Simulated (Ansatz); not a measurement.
# TaN: the cost of one run

Method: DFT, PBE, plane-wave PAW, default files, scalar-relativistic, in Ansatz 0.2.0.

## (1) The structure to begin with

It takes space group P6_3mc (No. 186, hexagonal). The conventional cell has a = 3.050 Å, b = 3.050 Å, c = 4.940 Å, α = 90.00°, β = 90.00°, γ = 120.00°. Ta (site symmetry 3m) is surrounded by 4 N at 1.85 to 1.90 Å. N (site symmetry 3m) has 4 Ta at 1.85 to 1.90 Å as nearest neighbours.

Structure file:

```cif
data_structure
_symmetry_space_group_name_H-M 'P6_3mc'
_symmetry_Int_Tables_number 186
_cell_length_a 3.0500
_cell_length_b 3.0500
_cell_length_c 4.9400
_cell_angle_alpha 90.000
_cell_angle_beta 90.000
_cell_angle_gamma 120.000
_cell_volume 39.80
loop_
_atom_site_label
_atom_site_type_symbol
_atom_site_symmetry_multiplicity
_atom_site_Wyckoff_symbol
_atom_site_fract_x
_atom_site_fract_y
_atom_site_fract_z
_atom_site_occupancy
Ta1 Ta 2 b 0.33333 0.66667 0.00000 1
N1 N 2 b 0.33333 0.66667 0.38500 1
```

## (2) Gradients at the starting positions

Input file input.yaml:

```yaml
crystal:
  lattice:
    - [3.0500010905, 0.0, 0.0]
    - [-1.5250005453, 2.641378426, 0.0]
    - [0.0, 0.0, 4.94]
  atoms:
    - { symbol: Ta, position: [0.3333333333, 0.6666666667, 0.0], spin: 2.0 }
    - { symbol: Ta, position: [0.6666666667, 0.3333333333, 0.5], spin: 2.0 }
    - { symbol: "N", position: [0.3333333333, 0.6666666667, 0.385] }
    - { symbol: "N", position: [0.6666666667, 0.3333333333, 0.885] }
magnetization:
  spin_polarized: true
kpoints:
  mp_grid: { grid: [11, 11, 6] }
scf:
  occupations: { method: fermi_dirac, width: 0.02 }
hamiltonian:
  xc: pbe
  pseudopotentials: { kind: paw }
output:
  forces: true
  stress: true
  populations: true
  efg:
    quadrupole_moments_barn: { Ta: 3.17, "N": 0.02044 }
    contact_densities: true
```

The run is started by

```bash
$ ansatz run input.yaml --threads 1 --pin off --max-ram 3072MiB --backend cpu --events-out ev --progress --plain --runs-dir out
```

**Question.** How long does this run take on 1 thread of Intel Xeon Platinum 8259CL at 2.50GHz (Skylake/Cascade Lake), shared host, and how much memory does it need?

About 20 s, with a peak of 0.54 GiB.
